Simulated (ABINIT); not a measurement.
The system is Zn.

```
CELL_PARAMETERS angstrom
2.67000 0.00000 0.00000
-1.33500 2.31229 0.00000
0.00000 0.00000 4.96600
ATOMIC_POSITIONS crystal
Zn 0.66667 0.33333 0.75000
Zn 0.33333 0.66667 0.25000
```

Base run:

```yaml
Program: ABINIT 10.8.3 (patched build)
Functional: revPBE
Potentials_or_basis: JTH PAW PBE v2.0
Cutoff: 707 eV
k_mesh: 11 × 11 × 6
Occupations: fermi-dirac, width 0.05 eV
Spin: no spin polarisation
```

Its results: band gap on the k mesh none (metal or under the smearing width); pressure 1.5 GPa.

**Question.** The run is repeated on the same cell with these changes: functional from revPBE to LDA. What comes out?

**Answer.** Band gap on the k mesh none (metal or under the smearing width); pressure -9.2 GPa.

LDA binds more tightly than revPBE, so the same cell stands under less pressure.

Caveats: the PAW data sets were made with another functional, which shifts forces and pressure a little.
